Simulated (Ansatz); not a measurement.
The system is HfO2.

```xyz
3
Lattice="0.0000 2.5575 2.5575 2.5575 0.0000 2.5575 2.5575 2.5575 0.0000" Properties=species:S:1:pos:R:3 pbc="T T T"
Hf    0.0000    0.0000    0.0000
O     3.8363    3.8363    3.8363
O     1.2788    1.2788    1.2788
```

Measurements of this composition are mostly on another form, of space group No. 14.

```yaml
Program: Ansatz 0.2.0
Task: relaxation of cell and atoms
Functional: PBE
Dispersion: D3(BJ)
Potentials_or_basis: Ansatz PAW
Cutoff: "420 eV (not typed: the program's choice for these potentials)"
k_mesh: 9 × 9 × 9
Occupations: fermi-dirac, width 0.05 eV
Spin: no spin polarisation
```

At the start: volume 11.15 Å³/atom.

**Question.** Where does the relaxation end?

**Answer.** It ends after 7 steps and the volume is 10.88 Å³/atom (-2.5 %); space group Fm-3m (No. 225, to 0.05 Å).

Step by step:
| step | energy change (eV) | largest force (eV/Å) | volume (Å³) |
| --- | --- | --- | --- |
| 1 | 0.0000 | 0.0000 | 33.46 |
| 2 | -0.0196 | 0.0000 | 32.47 |
| 3 | -0.0195 | 0.0000 | 32.67 |
| 4 | -0.0195 | 0.0000 | 32.66 |
| 5 | -0.0156 | 0.0000 | 32.66 |
| 6 | -0.0158 | 0.0000 | 32.64 |
| 7 | -0.0158 | 0.0000 | 32.64 |

Final structure:
```
CELL_PARAMETERS angstrom
0.00000 2.53644 2.53644
2.53644 0.00000 2.53644
2.53644 2.53644 0.00000
ATOMIC_POSITIONS crystal
Hf 0.00000 0.00000 0.00000
O 0.75000 0.75000 0.75000
O 0.25000 0.25000 0.25000
```

Caveat: the plane-wave basis is chosen anew once the cell has moved, so the energies of steps on either side of that aren't comparable; the pressure holds a Pulay correction of +0.9 GPa for the finite cutoff.
